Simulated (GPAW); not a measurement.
# PbSe (Clausthalite) (Fm-3m) in GPAW: notebook, part 2 of 2

GPAW 26.7.0.

## 3. G0W0 quasiparticle levels, LDA

Input file run.py:

```python
import json
import numpy as np
from ase.dft.bandgap import bandgap
from ase.io import write
from ase.spacegroup import crystal
from gpaw import GPAW, PW, setup_paths
from gpaw.response.g0w0 import G0W0

setup_paths.insert(0, '.')

# Pb 4a
# Se 4b
atoms = crystal(['Pb', 'Se'],
                basis=[[0.0, 0.0, 0.0],
                       [0.5, 0.0, 0.0]],
                spacegroup=225, setting=1,  # Fm-3m
                cellpar=[6.1213, 6.1213, 6.1213, 90.0, 90.0, 90.0],
                primitive_cell=True)

calc = GPAW(mode=PW(400),
            xc='LDA',
            kpts={'size': (3, 3, 3), 'gamma': True},
            occupations={'name': 'fermi-dirac', 'width': 0.05},
            nbands=19,
            convergence={'density': 1e-06},
            maxiter=100,
            txt='gpaw.txt')
atoms.calc = calc
energy = atoms.get_potential_energy()
calc.write('gs.gpw')
write('result.traj', atoms)
print(f'Energy: {energy:.6f} eV')
print('Fermi level:', round(calc.get_fermi_level(), 4), 'eV')
print(f'Gap: {bandgap(calc)[0]:.4f} eV, direct: {bandgap(calc, direct=True)[0]:.4f} eV')

calc.diagonalize_full_hamiltonian(nbands=243)
calc.write('full.gpw', mode='all')

ibz = calc.get_ibz_k_points()
kpts = list(range(len(ibz)))
gw = G0W0(calc='full.gpw',
          filename='gw',
          ecut=150,
          ecut_extrapolation=False,
          relbands=(-4, 4),
          kpts=kpts,
          integrate_gamma='reciprocal',
          nbands=239,
          ppa=True,
          xc='rALDA',
          fxc_mode='GWG',
          do_GW_too=True)
gw.calculate()
results = {mode: {key: np.asarray(r[key]).tolist() for key in ['f', 'eps', 'vxc', 'exx', 'sigma', 'Z', 'qp', 'sigma_eskn']}
           for mode, r in gw.all_results.items()}
json.dump({'kpts': ibz[kpts].tolist(), 'results': results}, open('gw.json', 'w'))
for mode, r in results.items():
    f, qp = np.array(r['f']), np.array(r['qp'])
    print(mode, 'quasiparticle energies (eV):')
    print(qp.round(3))
    print(mode, 'gap:', round(qp[f < 0.5].min() - qp[f > 0.5].max(), 4), 'eV')
```

Potentials or basis: PAW data sets generated in the run's folder for this functional, pw.

On the command line:

```bash
$ gpaw-setup -x -f LDA Pb Se
$ OMP_NUM_THREADS=1 python run.py
```

gpaw.txt:

```text
__  _  _
 | _ |_)|_||  |
 |__||  | ||/\| - 26.7.0

Input parameters:
  mode=PW(ecut=400.0),
  convergence={'density': 1e-06},
  kpts=MonkhorstPack(size=(3, 3, 3), gamma=True),
  maxiter=100,
  nbands=19,
  occupations=Occupations(name='fermi-dirac', width=0.05),
  xc=XC(name='LDA')

Diagonalizing LCAO Hamiltonian
Converting LCAO to pw mode

                Se

       Pb

Atoms  # Å, Bohr magnetons
|   | symbol |        x |        y |        z |    initial magnetic moments |
|---|--------|----------|----------|----------|-----------------------------|
| 0 |     Pb | 0.000000 | 0.000000 | 0.000000 | ( 0.0000,  0.0000,  0.0000) |
| 1 |     Se | 3.060650 | 3.060650 | 3.060650 | ( 0.0000,  0.0000,  0.0000) |

Unit cell  # Å
| periodic |        x |        y |        z |  lengths |    angles |
|----------|----------|----------|----------|----------|-----------|
|      yes | 0.000000 | 3.060650 | 3.060650 | 4.328413 | 60.000000 |
|      yes | 3.060650 | 0.000000 | 3.060650 | 4.328413 | 60.000000 |
|      yes | 3.060650 | 3.060650 | 0.000000 | 4.328413 | 60.000000 |

Number of symmetries: 48
Symmetry operations  # r_c * U_cc + t_c -> r_c
|    | kind |            matrix            |
|----|------|------------------------------|
|  0 |  σ   |  1, 0, 0,  1, 0,-1,  1,-1, 0 |
|  1 |  C2  |  1, 0, 0,  1,-1, 0,  1, 0,-1 |
|  2 |  E   |  1, 0, 0,  0, 1, 0,  0, 0, 1 |
|  3 |  σ   |  1, 0, 0,  0, 0, 1,  0, 1, 0 |
|  4 |  C4  |  1, 0,-1,  1, 0, 0,  1,-1, 0 |
|  5 |  S6  |  1, 0,-1,  1,-1, 0,  1, 0, 0 |
|  6 |  σ   |  1, 0,-1,  0, 1,-1,  0, 0,-1 |
|  7 |  C3  |  1, 0,-1,  0, 0,-1,  0, 1,-1 |
|  8 |  S6  |  1,-1, 0,  1, 0, 0,  1, 0,-1 |
|  9 |  C4  |  1,-1, 0,  1, 0,-1,  1, 0, 0 |
| 10 |  C3  |  1,-1, 0,  0,-1, 1,  0,-1, 0 |
| 11 |  σ   |  1,-1, 0,  0,-1, 0,  0,-1, 1 |
| 12 |  σ   |  0, 1, 0,  1, 0, 0,  0, 0, 1 |
| 13 |  C4  |  0, 1, 0,  0, 1,-1, -1, 1, 0 |
| 14 |  C3  |  0, 1, 0,  0, 0, 1,  1, 0, 0 |
| 15 |  S6  |  0, 1, 0, -1, 1, 0,  0, 1,-1 |
| 16 |  C2  |  0, 1,-1,  1, 0,-1,  0, 0,-1 |
| 17 |  σ   |  0, 1,-1,  0, 1, 0, -1, 1, 0 |
| 18 |  S4  |  0, 1,-1,  0, 0,-1,  1, 0,-1 |
| 19 |  C4  |  0, 1,-1, -1, 1, 0,  0, 1, 0 |
| 20 |  C3  |  0, 0, 1,  1, 0, 0,  0, 1, 0 |
| 21 |  σ   |  0, 0, 1,  0, 1, 0,  1, 0, 0 |
| 22 |  S6  |  0, 0, 1,  0,-1, 1, -1, 0, 1 |
| 23 |  C4  |  0, 0, 1, -1, 0, 1,  0,-1, 1 |
| 24 |  S4  |  0, 0,-1,  1, 0,-1,  0, 1,-1 |
| 25 |  C3  |  0, 0,-1,  0, 1,-1,  1, 0,-1 |
| 26 |  C2  |  0, 0,-1,  0,-1, 0, -1, 0, 0 |
| 27 |  S6  |  0, 0,-1, -1, 0, 0,  0,-1, 0 |
| 28 |  S4  |  0,-1, 1,  1,-1, 0,  0,-1, 0 |
| 29 |  C4  |  0,-1, 1,  0, 0, 1, -1, 0, 1 |
| 30 |  C2  |  0,-1, 1,  0,-1, 0,  1,-1, 0 |
| 31 |  σ   |  0,-1, 1, -1, 0, 1,  0, 0, 1 |
[... 83 lines left out ...]
    Z:       34.0
    valence: 6
    core:    28
    charge:  0.0  # [|e|]
    compensation charges:
      type: gauss
      rc: 0.27  # [Å]
      lmax: 2
    cutoffs:
      filter: 1.77  # [Å]
      core: 2.67  # [Å]
    projectors
    | kind |    occ | energy [eV] | rcut [Å] |
    |------|--------|-------------|----------|
    |   4s |  2.000 |     -17.472 |    0.847 |
    |   4p |  4.000 |      -6.656 |    1.005 |
    |    s |        |       9.739 |    0.847 |
    |    p |        |      20.555 |    1.005 |
    |    d |        |       0.000 |    0.847 |

    Using partial waves for Se as LCAO basis

Reference energy: -632988.107265  # eV

eigensolver:
  PPCG
  Converge bands: occupied
  niter=2

density mixing:
  MSR1-Mixer
  Pratt-step length: 0.05
  Maximum mixing coefficient: 0.75
  Old densities: 10
  SVD Regularization: 0.005
  Good broyden scale: 1.0
  Trust region scale: 1.0
  Backstep threshold: 4.0
  History deletion threshold: 6.0
  Fourier metric: weight=20.0, sigma=0.015

occupation numbers:
  Fermi-Dirac:
    width: 0.0500  # eV

poisson solver:
  ecut: 3200.0  # eV

xc functional:
  name: None

convergence criteria:
- Maximum integral of absolute [dens]ity change: 1e-06 electrons / valence electron
- Maximum [total energy] change in last 3 cyles: 0.0005 eV / valence electron
- Maximum integral of absolute [eigenst]ate change: 4e-08 eV^2 / valence electron
maximum number of iterations: 100

SCF iterations
|iter     | |      energy | eigst |  dens |
|---------|-|-------------|-------|-------|
|iter:   1| |   -9.963636 | -0.33 |       |
|iter:   2| |   -9.909544 | -2.22 | -1.27 |
|iter:   3| |   -9.728972 | -2.17 | -1.32 |
|iter:   4| |   -9.727169 | -4.02 | -1.94 |
|iter:   5| |   -9.726905c| -4.75 | -2.35 |
|iter:   6| |   -9.726908c| -5.88 | -3.35 |
|iter:   7| |   -9.726908c| -6.87 | -3.91 |
|iter:   8| |   -9.726908c| -7.79c| -4.58 |
|iter:   9| |   -9.726908c| -8.04c| -5.21 |
|iter:  10| |   -9.726908c| -8.77c| -5.90 |
|iter:  11| |   -9.726908c| -9.08c| -6.71c|

Converged in 11 steps
Energy contributions relative to reference atoms: (reference = -632988.107265)

Energy contributions:
  Kinetic:          14.426481
  Coulomb:         -15.321846
  Zero:             -0.019402
  External:          0.000000
  Xc:               -8.812141
  Entropy:          -0.000000
  Spinorbit:         0.000000
  ----------------------------
  Free energy:      -9.726908
  Extrapolated:     -9.726908

dipole moment: (-25.927163, -25.927163, -25.927163)  # |e|*Ang

Fermi level: 6.018
Eigenvalues  # (at kpt = [0.000, 0.000, 0.000])
| band index |      eig [eV] | occ [0-2] |
|------------|---------------|-----------|
|          0 |       -10.985 |     2.000 |
|        ... |               |           |
|          2 |       -10.976 |     2.000 |
|          3 |       -10.976 |     2.000 |
|          4 |       -10.976 |     2.000 |
|          5 |        -7.887 |     2.000 |
|          6 |        -0.636 |     2.000 |
|          7 |         3.866 |     2.000 |
[... 9 lines left out ...]
|         17 |        14.038 |     0.000 |
|         18 |        14.791 |     0.000 |

Gap: 1.959 eV
Transition (v -> c):
  (s=0, k=3, n=9, [0.33, 0.33, 0.33]) -> (s=0, k=3, n=10, [0.33, 0.33, 0.33])
No difference between direct/indirect transitions
# Writing to gs.gpw (mode='')

Matrix size: 1044x1044
# Writing to full.gpw (mode='all')
```

gw.w.txt:

```text
FrequencyGridDescriptor(from 0.000+0.000j to 0.000+27.211j eV, 2 points)
FrequencyGridDescriptor(from 0.000+0.000j to 0.000+27.211j eV, 2 points)

BZ k-points: Symmetries present (total): 48

27 k-points: 3 x 3 x 3 Monkhorst-Pack grid
4 k-points in the irreducible part of the Brillouin zone
       k-points in crystal coordinates                weights
[... 199 lines left out ...]
   6   1.000  -2.461 -15.457 -19.289   3.136  -0.360   0.735  -2.973
   7   1.000   4.146 -14.880 -17.008   1.447  -0.277   0.783   3.614
   8   1.000   4.146 -14.880 -17.008   1.447  -0.277   0.783   3.614
   9   1.000   5.039 -15.030 -15.671   0.403  -0.255   0.797   4.849
  10   0.000   6.998 -13.080  -9.399  -3.177  -0.238   0.808   7.406
  11   0.000   7.933 -12.753  -8.623  -3.509  -0.238   0.808   8.435
  12   0.000   7.933 -12.753  -8.623  -3.509  -0.238   0.808   8.435
  13   0.000  12.766 -10.104  -4.970  -4.574  -0.256   0.796  13.213
```

Wall time 8.9 min (1 thread of AMD EPYC 9B45 (Zen 5), shared host); peak memory 1 GiB.

These settings aren't checked as converged: the numbers below hold their error.

Results:

| Quantity | Value |
| --- | --- |
| Free energy | -9.7269 eV |

Caveat: the k mesh is coarse (spacing up to 0.59 Å⁻¹), so the values aren't converged; on this mesh the treatment of q = 0 moves the result by about a tenth of an eV; the k mesh is too small for a converged quasiparticle gap; this odd mesh misses L, where the gap lies, so gap, dielectric constants and Born charges aren't listed; the long-wavelength limit can be off by a per cent or two.

## 4. Dielectric tensor, PBE

Input file run.py:

```python
import numpy as np
from ase import Atoms
from ase.dft.bandgap import bandgap
from ase.io import write
from gpaw import GPAW, PW
from gpaw.response.df import DielectricFunction

atoms = Atoms(['Pb', 'Se'],
              cell=[[0.0, 3.06065, 3.06065],
                    [3.06065, 0.0, 3.06065],
                    [3.06065, 3.06065, 0.0]],
              scaled_positions=[[0.0, 0.0, 0.0],
                                [0.5, 0.5, 0.5]],
              pbc=True)

calc = GPAW(mode=PW(450),
            xc='PBE',
            kpts={'size': (6, 6, 6), 'gamma': True},
            occupations={'name': 'fermi-dirac', 'width': 0.001},
            nbands=19,
            convergence={'density': 1e-06},
            maxiter=150,
            txt='gpaw.txt')
atoms.calc = calc
energy = atoms.get_potential_energy()
calc.write('gs.gpw')
write('result.traj', atoms)
print(f'Energy: {energy:.6f} eV')
print('Fermi level:', round(calc.get_fermi_level(), 4), 'eV')
print(f'Gap: {bandgap(calc)[0]:.4f} eV, direct: {bandgap(calc, direct=True)[0]:.4f} eV')

for size in [(13, 13, 13), (19, 19, 19)]:
    name = 'x'.join(str(n) for n in size)
    dense = calc.fixed_density(kpts={'size': size, 'gamma': True},
                               nbands=36, convergence={'bands': 30, 'eigenstates': 1e-7},
                               update_fermi_level=True, txt=f'dense-{name}.txt')
    dense.write(f'{name}.gpw', mode='all')
    df = DielectricFunction(f'{name}.gpw', frequencies=np.array([0.0]), hilbert=False, eta=0.001,
                            ecut=80, nbands=30, intraband=False, txt=f'df-{name}.txt')
    for xc in ['RPA', 'LR0.2', 'LR0.3']:
        for direction in ['x', 'y', 'z', [0, 1, 1], [1, 0, 1], [1, 1, 0]]:
            e0, e = df.get_macroscopic_dielectric_constant(xc=xc, direction=direction)
            print(f'{name} {xc} {direction}: {e0:.4f} without, {e:.4f} with local fields')
```

Potentials or basis: GPAW PAW data sets (gpaw-data 1.2.1), pw.

On the command line:

```bash
$ OMP_NUM_THREADS=1 python run.py
```

gpaw.txt:

```text
__  _  _
 | _ |_)|_||  |
 |__||  | ||/\| - 26.7.0

Input parameters:
  mode=PW(ecut=450.00000000000006),
  convergence={'density': 1e-06},
  kpts=MonkhorstPack(size=(6, 6, 6), gamma=True),
  maxiter=150,
  nbands=19,
  occupations=Occupations(name='fermi-dirac', width=0.001),
  xc=XC(name='PBE')

Diagonalizing LCAO Hamiltonian
Converting LCAO to pw mode

                Se

       Pb

Atoms  # Å, Bohr magnetons
|   | symbol |        x |        y |        z |    initial magnetic moments |
|---|--------|----------|----------|----------|-----------------------------|
| 0 |     Pb | 0.000000 | 0.000000 | 0.000000 | ( 0.0000,  0.0000,  0.0000) |
| 1 |     Se | 3.060650 | 3.060650 | 3.060650 | ( 0.0000,  0.0000,  0.0000) |

Unit cell  # Å
| periodic |        x |        y |        z |  lengths |    angles |
|----------|----------|----------|----------|----------|-----------|
|      yes | 0.000000 | 3.060650 | 3.060650 | 4.328413 | 60.000000 |
|      yes | 3.060650 | 0.000000 | 3.060650 | 4.328413 | 60.000000 |
|      yes | 3.060650 | 3.060650 | 0.000000 | 4.328413 | 60.000000 |

Number of symmetries: 48
Symmetry operations  # r_c * U_cc + t_c -> r_c
|    | kind |            matrix            |
|----|------|------------------------------|
|  0 |  σ   |  1, 0, 0,  1, 0,-1,  1,-1, 0 |
|  1 |  C2  |  1, 0, 0,  1,-1, 0,  1, 0,-1 |
|  2 |  E   |  1, 0, 0,  0, 1, 0,  0, 0, 1 |
|  3 |  σ   |  1, 0, 0,  0, 0, 1,  0, 1, 0 |
|  4 |  C4  |  1, 0,-1,  1, 0, 0,  1,-1, 0 |
|  5 |  S6  |  1, 0,-1,  1,-1, 0,  1, 0, 0 |
|  6 |  σ   |  1, 0,-1,  0, 1,-1,  0, 0,-1 |
[... 152 lines left out ...]
  Trust region scale: 1.0
  Backstep threshold: 4.0
  History deletion threshold: 6.0
  Fourier metric: weight=20.0, sigma=0.015

occupation numbers:
  Fermi-Dirac:
    width: 0.0010  # eV

poisson solver:
  ecut: 3600.0000000000005  # eV

xc functional:
  name: PBE with 2 nearest neighbor stencil

convergence criteria:
- Maximum integral of absolute [dens]ity change: 1e-06 electrons / valence electron
- Maximum [total energy] change in last 3 cyles: 0.0005 eV / valence electron
- Maximum integral of absolute [eigenst]ate change: 4e-08 eV^2 / valence electron
maximum number of iterations: 150

SCF iterations
|iter     | |      energy | eigst |  dens |
|---------|-|-------------|-------|-------|
|iter:   1| |   -8.626604 | -0.26 |       |
|iter:   2| |   -8.567026 | -2.15 | -1.24 |
|iter:   3| |   -8.373798 | -1.91 | -1.28 |
|iter:   4| |   -8.375381 | -3.85 | -1.90 |
|iter:   5| |   -8.376041c| -4.41 | -2.29 |
|iter:   6| |   -8.376064c| -5.72 | -3.24 |
|iter:   7| |   -8.376066c| -6.88 | -3.77 |
|iter:   8| |   -8.376067c| -7.79c| -4.48 |
|iter:   9| |   -8.376067c| -7.89c| -5.25 |
|iter:  10| |   -8.376067c| -8.85c| -5.72 |
|iter:  11| |   -8.376067c| -9.15c| -6.55c|

Converged in 11 steps
Energy contributions relative to reference atoms: (reference = -633377.995495)

Energy contributions:
  Kinetic:          20.196178
  Coulomb:         -20.298780
  Zero:             -0.060123
  External:          0.000000
  Xc:               -8.213341
  Entropy:          -0.000000
  Spinorbit:         0.000000
  ----------------------------
  Free energy:      -8.376067
  Extrapolated:     -8.376067

dipole moment: (-25.874910, -25.874910, -25.874910)  # |e|*Ang

Fermi level: 6.297
Eigenvalues  # (at kpt = [0.000, 0.000, 0.000])
| band index |      eig [eV] | occ [0-2] |
|------------|---------------|-----------|
|          0 |       -10.720 |     2.000 |
|        ... |               |           |
|          2 |       -10.718 |     2.000 |
|          3 |       -10.718 |     2.000 |
|          4 |       -10.718 |     2.000 |
|          5 |        -7.477 |     2.000 |
|          6 |        -0.128 |     2.000 |
|          7 |         4.214 |     2.000 |
[... 9 lines left out ...]
|         17 |        14.530 |     0.000 |
|         18 |        15.113 |     0.000 |

Gap: 0.245 eV
Transition (v -> c):
  (s=0, k=15, n=9, [0.50, 0.50, 0.50]) -> (s=0, k=15, n=10, [0.50, 0.50, 0.50])
No difference between direct/indirect transitions
# Writing to gs.gpw (mode='')
```

stdout:

```text
Energy: -8.376067 eV
Fermi level: 6.2974 eV
Gap: 0.2446 eV, direct: 0.2446 eV
13x13x13 RPA x: 22.4370 without, 20.6659 with local fields
13x13x13 RPA y: 22.4370 without, 20.6659 with local fields
13x13x13 RPA z: 22.4370 without, 20.6659 with local fields
[... 23 lines left out ...]
19x19x19 LR0.2 z: 23.1759 without, 31.2319 with local fields
19x19x19 LR0.2 [0, 1, 1]: 23.1759 without, 31.2319 with local fields
19x19x19 LR0.2 [1, 0, 1]: 23.1759 without, 31.2319 with local fields
19x19x19 LR0.2 [1, 1, 0]: 23.1759 without, 31.2319 with local fields
19x19x19 LR0.3 x: 23.1759 without, 40.8477 with local fields
19x19x19 LR0.3 y: 23.1759 without, 40.8477 with local fields
19x19x19 LR0.3 z: 23.1759 without, 40.8477 with local fields
19x19x19 LR0.3 [0, 1, 1]: 23.1759 without, 40.8477 with local fields
19x19x19 LR0.3 [1, 0, 1]: 23.1759 without, 40.8477 with local fields
19x19x19 LR0.3 [1, 1, 0]: 23.1759 without, 40.8477 with local fields
```

df-13x13x13.txt:

```text
FrequencyGridDescriptor(from 0.000 to 0.000 eV, 1 points)
FrequencyGridDescriptor(from 0.000 to 0.000 eV, 1 points)

Calculating chi0 body with:
    Ground state adapter containing:
    Number of spins: 1
    Number of kpoints: 2197
    Number of irreducible kpoints: 84
    Number of completely occupied states: 10
    Number of partially occupied states: 10

[... 35 lines left out ...]
    Indirect symmetries (TUq -> q): 0
In total 48 allowed symmetries.

Integral kind: response function wings

Finished calculating chi0

Calculating LR kernel with alpha = 0.2
Calculating LR kernel with alpha = 0.2
Calculating LR kernel with alpha = 0.2
Calculating LR kernel with alpha = 0.2
Calculating LR kernel with alpha = 0.2
Calculating LR kernel with alpha = 0.2
Calculating LR kernel with alpha = 0.3
Calculating LR kernel with alpha = 0.3
Calculating LR kernel with alpha = 0.3
Calculating LR kernel with alpha = 0.3
Calculating LR kernel with alpha = 0.3
Calculating LR kernel with alpha = 0.3
```

Wall time 4.4 min (1 thread of Intel Xeon Platinum 8488C (Sapphire Rapids), shared host); peak memory 0.6 GiB.

Results:

```yaml
Free_energy: -8.3761 eV
Band_gap_on_the_k_mesh: 0.24 eV, direct
Electronic_dielectric_tensor_diagonal: 21.39
```

Electronic dielectric tensor:
```
21.39  0.00  0.00
 0.00 21.39  0.00
 0.00  0.00 21.39
```

Caveat: the gap is small at this level, which inflates the dielectric constant; the long-wavelength limit can be off by a per cent or two; spin-orbit coupling is left out, which as a rule narrows the gap of such compounds by several tenths of an eV; an odd mesh through Γ misses points on the zone boundary, where band edges often lie.

## 5. Comparison with measurements

Step 2. Against the measured gap of PbSe, 0.28 eV (direct; 300 K; a printed reference work, monograph), the calculated 0.31 eV is off by +0.03 eV. 2 values of this kind are on record (0.15 to 0.28 eV); this one was drawn at random. The value is that of vdW-DF on a finite k mesh, which can miss the band edges, without temperature or zero-point motion.

Step 4. A measured gap of PbSe is 0.15 eV (direct; 4.2 K; a printed reference work, monograph); the calculated 0.24 eV misses it by +0.09 eV. 2 values of this kind are on record (0.15 to 0.28 eV); this one was drawn at random. Spin-orbit coupling on Pb, Se is left out. The value is that of PBE on a finite k mesh, which can miss the band edges, without temperature or zero-point motion.
